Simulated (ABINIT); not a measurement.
The system is AlN.

```xyz
4
Lattice="3.3121 0.0000 0.0000 -1.6561 2.8684 0.0000 0.0000 0.0000 4.1876" Properties=species:S:1:pos:R:3 pbc="T T T"
Al    1.6561    0.9561    1.0469
Al    0.0000    1.9123    3.1407
N     1.6561    0.9561    3.1407
N     0.0000    1.9123    1.0469
```

Measurements of this composition are mostly on another form, of space group No. 186.

- Program: ABINIT 10.8.3 (patched build)
- Task: single point
- Functional: PBE
- Potentials or basis: JTH PAW PBE v2.0
- Cutoff: 707 eV
- k mesh: 9 × 9 × 7
- Occupations: fermi-dirac, width 0.05 eV
- Spin: no spin polarisation

On this cell: pressure 0.5 GPa; largest force under 0.003 eV/Å; band gap on the k mesh 3.26 eV, direct.

The same run follows on a disturbed copy (atoms moved at random, drawn with an rms of 0.05 Å):

```
Al N
1.0
     3.31212    0.00000    0.00000
    -1.65606    2.86838    0.00000
     0.00000    0.00000    4.18756
Al N
2 2
Direct
  0.66987 0.31980 0.25222
  0.32258 0.67144 0.75454
  0.67347 0.33867 0.74911
  0.33202 0.68020 0.24593
```

What does the disturbed cell give?

The energy moves by +24.4 meV/atom; pressure 1.6 GPa; largest force 1.481 eV/Å; band gap on the k mesh 3.25 eV, direct.

Forces on the atoms (eV/Å):
```
Al  -0.707  1.302  0.031
Al   0.901  0.088 -0.094
N   -0.805 -0.178 -0.103
N    0.610 -1.211  0.166
```

Stress tensor (GPa, compression positive):
```
-1.42  5.31  0.01
 5.31  5.96  0.09
 0.01  0.09  0.28
```

Caveats: an odd mesh through Γ misses points on the zone boundary, where band edges often lie.
